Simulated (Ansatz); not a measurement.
**TaN: straining the crystal, a shear that moves c along a**

An exercise on one series of results from a longer session: the logs are not shown, and one member is left open.

Program: Ansatz 0.2.0. Level of theory: DFT PBEsol, scalar-relativistic, plane waves, PAW. These are calculated values, not measurements.

3 further runs of the same task are left out: 3 set aside as unsound or not needed.

**The structure to begin with**

Symmetry: P6/mmm, No. 191, hexagonal system. The conventional cell has a = 5.205 Å, b = 5.205 Å, c = 2.904 Å, α = 90.00°, β = 90.00°, γ = 120.00°. Around Ta (site symmetry 6/mmm) lie 6 N at 2.60 Å and 2 Ta at 2.90 Å. Ta (site symmetry -6m2) is surrounded by 6 N at 2.09 Å. N (site symmetry mmm) has 6 Ta at 2.09 to 2.60 Å as nearest neighbours.

Structure file:

```cif
data_structure
_symmetry_space_group_name_H-M 'P6/mmm'
_symmetry_Int_Tables_number 191
_cell_length_a 5.2051
_cell_length_b 5.2051
_cell_length_c 2.9036
_cell_angle_alpha 90.000
_cell_angle_beta 90.000
_cell_angle_gamma 120.000
_cell_volume 68.13
loop_
_atom_site_label
_atom_site_type_symbol
_atom_site_symmetry_multiplicity
_atom_site_Wyckoff_symbol
_atom_site_fract_x
_atom_site_fract_y
_atom_site_fract_z
_atom_site_occupancy
Ta1 Ta 1 a 0.00000 0.00000 0.00000 1
Ta2 Ta 2 d 0.33333 0.66667 0.50000 1
N1 N 3 f 0.50000 0.00000 0.00000 1
```

This cell was relaxed beforehand with the same method: volume 11.35 Å³/atom, gap on the mesh none (metal).

The first run:

input.yaml reads:

```yaml
crystal:
  lattice:
    - [5.2050894132, 0.0, 0.0]
    - [-2.6025447066, 4.5077396608, 0.0]
    - [0.0, 0.0, 2.9035873911]
  atoms:
    - { symbol: Ta, position: [0.0, 0.0, 0.0] }
    - { symbol: Ta, position: [0.3333333333, 0.6666666667, 0.5] }
    - { symbol: Ta, position: [0.6666666667, 0.3333333333, 0.5] }
    - { symbol: "N", position: [0.5, 0.0, 0.0] }
    - { symbol: "N", position: [0.5, 0.5, 0.0] }
    - { symbol: "N", position: [0.0, 0.5, 0.0] }
basis:
  ecutwfc: 420
kpoints:
  mp_grid: { grid: [12, 12, 12] }
hamiltonian:
  xc: pbesol
scf:
  occupations: { method: gaussian, width: 0.1 }
output:
  forces: true
  stress: true
  eigenvalues: true
```

Run with:

```console
$ ansatz run input.yaml --threads 1 --pin off --max-ram 2560MiB --backend cpu --events-out ev --progress --plain --runs-dir out
```

Among the steps run: Zero strain; The cell strained by +2.0 %; Strain +4.0 %; The cell strained by +6.0 %; Strain +8.0 %; The cell strained by +12.0 %.

One of the session's tables, all rows but one given; the rest of the session is left out.

Lengths are those of the vectors of the cell that was run; stresses in GPa:

| strain (%) | ΔE (meV/atom) | c (Å) |
| --- | --- | --- |
| +0.0 | 0.0 | 2.904 |
| +2.0 | 2.9 | 2.904 |
| +4.0 | 11.6 | 2.906 |
| +6.0 | ? | ? |
| +8.0 | 46.0 | 2.913 |
| +12.0 | 101.6 | 2.924 |

Q: Estimate the row for strain (%) = +6.0 from the others.

Worked estimate for «ΔE (meV/atom)». A straight line through the neighbours (4.0, 11.6) and (8.0, 46.0) gives 11.6 + (46.0 − 11.6) × (6.0 − 4.0) / (8.0 − 4.0) = 28.8; a parabola fitted to 4 rows on both sides gives 26.1.

**Answer.** ΔE (meV/atom): 26.0; c (Å): 2.909. In «ΔE (meV/atom)» the line misses by +2.8 and the parabola by +0.1.

ΔE is over the unstrained cell. Stress in GPa, positive in compression, on the Cartesian axes of the input. 

Caveats from the session: Warnings in the runs' records: stress scf threshold loose.
